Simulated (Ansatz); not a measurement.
**ScAl: a hydrostatic pressure series**

One table from this session's results is given with a row withheld; the runs are named, their logs left out.

Program: Ansatz 0.2.0. Level of theory: DFT r2SCAN, scalar-relativistic, plane waves, PAW. These are calculated values, not measurements.

1 further run of the same task is left out (set aside as unsound or not needed).

**Starting point**

The structure is cubic, space group Pm-3m (No. 221). The conventional cell has a = 3.369 Å, b = 3.369 Å, c = 3.369 Å, α = 90.00°, β = 90.00°, γ = 90.00°. Sc (site symmetry m-3m) has 8 Al at 2.92 Å as nearest neighbours. Around Al (site symmetry m-3m) lie 8 Sc at 2.92 Å.

Structure file:

```cif
data_structure
_symmetry_space_group_name_H-M 'P 1'
_symmetry_Int_Tables_number 1
_cell_length_a 3.3691
_cell_length_b 3.3691
_cell_length_c 3.3691
_cell_angle_alpha 90.000
_cell_angle_beta 90.000
_cell_angle_gamma 90.000
_cell_volume 38.24
loop_
_atom_site_label
_atom_site_type_symbol
_atom_site_fract_x
_atom_site_fract_y
_atom_site_fract_z
_atom_site_occupancy
Sc1 Sc 0.50000 0.50000 0.50000 1
Al1 Al 0.00000 0.00000 0.00000 1
```

It goes back to an entry of the Materials Project, which need not be the stable form.

This cell was relaxed beforehand with the same method: volume 19.12 Å³/atom, gap on the mesh none (metal).

Set-up of the first run:

Input file input.yaml:

```yaml
crystal:
  lattice:
    - [3.4014391155, 0.0, 0.0]
    - [0.0, 3.4014391155, 0.0]
    - [0.0, 0.0, 3.4014391155]
  atoms:
    - { symbol: Sc, position: [0.5, 0.5, 0.5] }
    - { symbol: Al, position: [0.0, 0.0, 0.0] }
basis:
  ecutwfc: 500
kpoints:
  mp_grid: { grid: [12, 12, 12] }
hamiltonian:
  xc: r2scan
scf:
  occupations: { method: gaussian, width: 0.1 }
output:
  forces: true
  stress: true
  eigenvalues: true
relax:
  adjacent_minimum: "off"
  f_tol: 0.008
  max_steps: 50
  cell: { stress_tol: 0.08, p_target: -3.0 }
```

The run is started by

```bash
$ ansatz run input.yaml --threads 1 --pin off --max-ram 2560MiB --backend cpu --events-out ev --progress --plain --runs-dir out
```

Among the steps run: -3 GPa; Target pressure 3 GPa; Target pressure 8 GPa; Relaxing at 15 GPa; Relaxing at 30 GPa; Target pressure 60 GPa.

One of the session's tables, all rows but one given; the rest of the session is left out.

Lengths are those of the vectors of the cell that was run:

| P (GPa) | V (Å³/atom) | a (Å) | b (Å) | c (Å) | ΔH (eV/atom) |
| --- | --- | --- | --- | --- | --- |
| -3 | 19.91 | 3.415 | 3.415 | 3.415 | -0.365 |
| 0 | 19.12 | 3.369 | 3.369 | 3.369 | 0.000 |
| 3 | ? | ? | ? | ? | ? |
| 8 | 17.61 | 3.278 | 3.278 | 3.278 | 0.915 |
| 15 | 16.64 | 3.217 | 3.217 | 3.217 | 1.662 |
| 30 | 15.14 | 3.117 | 3.117 | 3.117 | 3.145 |
| 60 | 13.25 | 2.982 | 2.982 | 2.982 | 5.788 |

Q: Estimate the row for P (GPa) = 3 from the others.

Worked estimate for «V (Å³/atom)». A straight line through the neighbours (0, 19.12) and (8, 17.61) gives 19.12 + (17.61 − 19.12) × (3 − 0) / (8 − 0) = 18.55; a parabola fitted to 4 rows on both sides gives 18.51.

The run gave: V (Å³/atom): 18.49; a (Å): 3.332; b (Å): 3.332; c (Å): 3.332; ΔH (eV/atom): 0.352. In «V (Å³/atom)» the line misses by +0.06 and the parabola by +0.02.

ΔH is E + PV over the energy at zero pressure; a, b and c are the vectors of the computed cell. 
